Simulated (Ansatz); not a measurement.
Crystal: ZnS (Wurtzite-6H).

```
CELL_PARAMETERS angstrom
3.81200 0.00000 0.00000
-1.90600 3.30129 0.00000
0.00000 0.00000 18.68999
ATOMIC_POSITIONS crystal
Zn 0.33333 0.66667 0.83333
Zn 0.66667 0.33333 0.33333
Zn 0.66667 0.33333 0.66667
Zn 0.33333 0.66667 0.16667
Zn 0.00000 0.00000 0.50000
Zn 0.00000 0.00000 0.00000
S 0.33333 0.66667 0.95833
S 0.66667 0.33333 0.45833
S 0.66667 0.33333 0.79167
S 0.33333 0.66667 0.29167
S 0.00000 0.00000 0.62500
S 0.00000 0.00000 0.12500
```

- Program: Ansatz 0.2.0
- Task: relaxation of cell and atoms
- Functional: PBE
- Potentials or basis: Ansatz PAW
- Cutoff: 420 eV (not typed: the program's choice for these potentials)
- k mesh: 8 × 8 × 2
- Occupations: fermi-dirac, width 0.05 eV
- Spin: no spin polarisation

At the start: volume 19.60 Å³/atom.

Question: How do energy, volume and symmetry change on relaxing?

Answer: It ends after 4 steps and the volume is 20.16 Å³/atom (+2.8 %); space group P6_3mc (No. 186, to 0.05 Å).

The path:
```
step  energy change (eV)  largest force (eV/Å)  volume (Å³)
   1              0.0000                0.0298       235.20
   2             -0.0353                0.0069       239.23
   3             -0.0414                0.0022       241.90
   4             -0.0442                0.0022       241.90
```

Final structure:
```
Zn S
1.0
     3.84708    0.00000    0.00000
    -1.92354    3.33167    0.00000
     0.00000    0.00000   18.87282
Zn S
6 6
Direct
  0.33333 0.66667 0.83327
  0.66667 0.33333 0.33327
  0.66667 0.33333 0.66679
  0.33333 0.66667 0.16679
  0.00000 0.00000 0.50003
  0.00000 0.00000 0.00003
  0.33333 0.66667 0.95815
  0.66667 0.33333 0.45815
  0.66667 0.33333 0.79164
  0.33333 0.66667 0.29164
  0.00000 0.00000 0.62511
  0.00000 0.00000 0.12511
```

Caveat: the plane-wave basis is chosen anew once the cell has moved, so the energies of steps on either side of that aren't comparable.
